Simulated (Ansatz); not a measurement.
Crystal: InSe.

```
In Se
1.0
     4.04733    0.00000    0.00000
    -2.02366    3.50509    0.00000
     0.00000    0.00000   18.05206
In Se
4 4
Cartesian
  0.0000 2.3367 1.3971
  0.0000 2.3367 16.6550
  0.0000 0.0000 7.6289
  0.0000 0.0000 10.4231
  0.0000 2.3367 6.3721
  0.0000 2.3367 11.6800
  2.0237 1.1684 2.6537
  2.0237 1.1684 15.3984
```

Measurements of this composition are mostly on another form, of space group No. 160.

- Program: Ansatz 0.2.0
- Task: relaxation of cell and atoms
- Functional: revPBE
- Dispersion: D4
- Potentials or basis: Ansatz PAW
- Cutoff: 420 eV (not typed: the program's choice for these potentials)
- k mesh: 8 × 8 × 2
- Occupations: fermi-dirac, width 0.05 eV
- Spin: no spin polarisation

At the start: volume 32.01 Å³/atom.

Q: Where does the relaxation end?

A: It ends after 7 steps and the volume is 28.85 Å³/atom (-9.9 %); space group P-6m2 (No. 187, to 0.05 Å).

The path:
```csv
step,energy change (eV),largest force (eV/Å),volume (Å³)
1,0.0000,0.3321,256.09
2,-0.1036,0.3277,242.99
3,-0.2169,0.1873,231.54
4,-0.2260,0.2354,228.36
5,-0.2382,0.0097,231.38
6,-0.2384,0.0015,230.80
7,-0.2344,0.0019,230.80
```

Final structure:
```
In Se
1.0
     4.02551    0.00000    0.00000
    -2.01275    3.48619    0.00000
     0.00000    0.00000   16.44642
In Se
4 4
Direct
  0.33333 0.66667 0.08494
  0.33333 0.66667 0.91506
  0.00000 0.00000 0.41506
  0.00000 0.00000 0.58494
  0.33333 0.66667 0.33634
  0.33333 0.66667 0.66366
  0.66667 0.33333 0.16386
  0.66667 0.33333 0.83614
```

Caveat: the plane-wave basis is chosen anew once the cell has moved, so the energies of steps on either side of that aren't comparable; the PAW data sets come from PBE, with cores solved anew for the run's functional, which leaves a small shift of forces and pressure.
